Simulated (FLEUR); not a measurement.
## P under changes of volume

One of the cells (20.458 Å³/atom); the others are scaled copies at fixed shape and fractional positions:

```xyz
4
Lattice="1.6477 -5.4650 0.0000 1.6477 5.4650 0.0000 0.0000 0.0000 4.5436" Properties=species:S:1:pos:R:3 pbc="T T T"
P     1.6477   -4.4173    2.6754
P     1.6477    4.4173    1.8683
P     1.6477   -1.0477    0.4035
P     1.6477    1.0477    4.1401
```

| Quantity | Value |
| --- | --- |
| Program | FLEUR MaX-R8.1 (later development tree) |
| Functional | PW91 |
| Potentials or basis | all-electron |
| Basis | FLAPW |
| Kmax | 4.44 1/bohr |
| k mesh | 8 × 8 × 6 |
| Occupations | fermi-dirac, width 0.05 eV |
| Spin | no spin polarisation |

```csv
volume (Å³/atom),energy over the lowest point (meV/atom),gap on the mesh (eV)
19.230,39.11,0.02
19.639,22.38,0.04
20.458,?,?
21.276,0.00,0.18
21.685,3.41,0.22
```

**Question.** What does the run at 20.458 Å³/atom give?

**Answer.** Energy over the lowest point 3.18 meV/atom; gap on the mesh 0.10 eV.

Worked out: A Birch-Murnaghan fit of order 2 (a polynomial in V^(-2/3)) to the other rows has its minimum at 21.05 Å³/atom with B0 = V·E''(V) = 70 GPa at fixed shape and positions, which overstates the stiffness. It gives 3.18 meV/atom at 20.458 Å³/atom, against the run's 3.18.

Energies are extrapolated to zero smearing.

Caveats: the plane-wave cutoff is short for the semicore states, which can make moduli rough.

A mesh can miss the band edges.
